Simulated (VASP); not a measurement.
Crystal: BAs.

```
CELL_PARAMETERS angstrom
0.00000 2.38850 2.38850
2.38850 0.00000 2.38850
2.38850 2.38850 0.00000
ATOMIC_POSITIONS crystal
As 0.75000 0.75000 0.75000
B 0.00000 0.00000 0.00000
```

Base run:

| Quantity | Value |
| --- | --- |
| Program | VASP 6.6.1 |
| Functional | TPSS |
| Potentials or basis | VASP PAW PBE potentials, release 64 (As, B) |
| Cutoff | 520 eV |
| k mesh | 10 × 10 × 10 |
| Occupations | fermi-dirac, width 0.05 eV |
| Spin | no spin polarisation |

Its results: band gap on the k mesh 1.16 eV, indirect (least direct gap 3.37 eV); pressure 2.7 GPa.

Q: After a change of settings the same cell gave: band gap on the k mesh 1.54 eV, indirect (least direct gap 3.90 eV); pressure -0.1 GPa. Which change was it?
A. functional from TPSS to LAK; further incar settings from ALGO = Normal; EDIFF = 1e-06; NBANDS = 11 to ALGO = Normal; EDIFF = 1e-06
B. functional from TPSS to revTPSS
C. functional from TPSS to revPBE; further incar settings from ALGO = Normal; EDIFF = 1e-06; NBANDS = 11 to ALGO = Fast; EDIFF = 1e-06
D. functional from TPSS to MS2

A: D.

Caveats: the PAW data sets were made with another functional, which shifts forces and pressure a little.

Runs at the PBE level aren't shown here.
